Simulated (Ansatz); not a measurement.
A (001) slab of Sc2Al (P6_3/mmc (No. 194)), 8 planes, outer planes Sc (top) and ScAl (bottom), with 12 atoms (Sc8Al4) in a surface cell of A = 20.379 Å², as cut from the bulk:

```yaml
crystal:
  lattice:
    - [4.85090, 0.00000, 0.00000]
    - [-2.42545, 4.20100, 0.00000]
    - [0.00000, 0.00000, 25.64954]
  atoms:
    - { symbol: Sc, position: [0.66667, 0.33333, 0.29240] }
    - { symbol: Al, position: [0.33333, 0.66667, 0.29240] }
    - { symbol: Sc, position: [0.00000, 0.00000, 0.35172] }
    - { symbol: Sc, position: [0.33333, 0.66667, 0.41103] }
    - { symbol: Al, position: [0.66667, 0.33333, 0.41103] }
    - { symbol: Sc, position: [0.00000, 0.00000, 0.47034] }
    - { symbol: Sc, position: [0.66667, 0.33333, 0.52966] }
    - { symbol: Al, position: [0.33333, 0.66667, 0.52966] }
    - { symbol: Sc, position: [0.00000, 0.00000, 0.58897] }
    - { symbol: Sc, position: [0.33333, 0.66667, 0.64828] }
    - { symbol: Al, position: [0.66667, 0.33333, 0.64828] }
    - { symbol: Sc, position: [0.00000, 0.00000, 0.70760] }
```

Theory: DFT PBEsol, scalar-relativistic, plane waves, PAW in Ansatz. Plane waves to 420 eV, a k mesh through Γ of 9×9×1 on the computed 12-atom cell and Gaussian smearing (0.10 eV); no spin polarisation. A dipole correction removes the field between periodic images along c.

Against the same 12 atoms in the bulk, the slab as cut lies 4.196 eV higher and the relaxed slab 3.990 eV higher.

Task: Work out the surface energy before and after relaxation.

Result: The slab has two faces, so γ = (E_slab − N·E_bulk)/(2A), the mean of both. As cut: 4.196/(2 × 20.379) = 0.1029 eV/Å², and 1 eV/Å² = 16.02 J/m², so γ = 1.65 J/m². Relaxed: 3.990/(2 × 20.379) = 0.0979 eV/Å² = 1.57 J/m². Relaxation recovers 5 % of the cost of cutting.

Task: What is the ideal work of this cut, per area?

Result: Griffith's ideal work is 2γ: 3.30 J/m² if the new faces stay rigid, 3.14 J/m² if they relax. One thickness was run, 8 planes, so γ can still shift with it.